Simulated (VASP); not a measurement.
TiSe2:

```xyz
3
Lattice="3.5360 0.0000 0.0000 -1.7680 3.0623 0.0000 0.0000 0.0000 6.0040" Properties=species:S:1:pos:R:3 pbc="T T T"
Ti    0.0000    0.0000    0.0000
Se    0.0000    2.0415    1.5322
Se    1.7680    1.0208    4.4718
```

```yaml
Program: VASP 6.6.1
Task: relaxation of cell and atoms
Functional: PBEsol
Potentials_or_basis: VASP PAW PBE potentials, release 64 (Ti_sv, Se)
Cutoff: 600 eV
k_mesh: 12 × 12 × 6
Occupations: methfessel-paxton, width 0.1 eV
Spin: no spin polarisation
```

At the start: pressure -2.1 GPa; volume 21.67 Å³/atom.

Task: Where does the relaxation end?

Result: Over 12 steps the energy falls by 6.1 meV/atom and the volume is 20.68 Å³/atom (-4.6 %); space group P-3m1 (No. 164, to 0.05 Å).

The path:
```
step  energy change (eV)  largest force (eV/Å)  pressure (GPa)  volume (Å³)
   1              0.0000                0.0809           -2.13        65.01
   2             -0.0066                0.3655            1.67        62.34
   3             -0.0122                0.1803            0.08        63.39
   4             -0.0157                0.1048           -0.01        63.14
   5             -0.0168                0.0327           -0.08        62.90
   6             -0.0171                0.0356           -0.02        62.77
   7             -0.0178                0.0430            0.16        62.38
   8             -0.0176                0.0558            0.59        61.59
   9             -0.0180                0.0496            0.36        62.05
  10             -0.0181                0.0378            0.28        62.05
  11             -0.0183                0.0027            0.08        62.04
  12             -0.0184                0.0052            0.03        62.03
```

Final structure:
```xyz
3
Lattice="3.4741 0.0000 0.0000 -1.7371 3.0087 0.0000 0.0000 0.0000 5.9347" Properties=species:S:1:pos:R:3 pbc="T T T"
Ti    1.7371    3.0087    5.9347
Se    0.0000    2.0058    1.5487
Se    1.7371    1.0029    4.3860
```

Caveat: the PAW data sets were made with another functional, which shifts forces and pressure a little; this functional lacks dispersion, which binds the layers, so the pressure and a relaxed spacing across them are unreliable.
